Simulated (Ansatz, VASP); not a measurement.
Pt in VASP and in Ansatz

```
CELL_PARAMETERS angstrom
3.86794 0.00000 0.00097
0.00000 3.86794 0.00000
-1.93346 0.00000 2.05407
ATOMIC_POSITIONS crystal
Pt 0.00000 0.00000 0.00000
Pt 0.50000 0.50000 0.00000
```

Change from the starting cell: band edges of the strained film's bulk.

Alike in both runs: task single point; functional PBE; k mesh 9 × 9 × 17; occupations gaussian, width 0.1 eV; no spin polarisation.

|  | VASP | Ansatz |
| --- | --- | --- |
| version | VASP 6.6.1 | Ansatz 0.2.0 |
| potentials or method | VASP PAW PBE potentials, release 64 (Pt) | scalar-relativistic, plane waves, PAW |
| plane-wave cutoff (eV) | 520 | 420 |
| valence electrons in the cell | 20 | 36 |

```tsv
	VASP	Ansatz	Ansatz less VASP
gap on the k mesh at the Fermi level (eV)	none	none	-
pressure (GPa)	4.6	5.1	+0.50
largest component of the traceless stress (GPa)	5.05	5.11	+0.054
```

A gap of «none» marks a metal or a gap that the smearing closes. The two sets of potentials don't hold the same shells in valence.

The runs have no spin-orbit coupling, so splittings on Pt are missing.
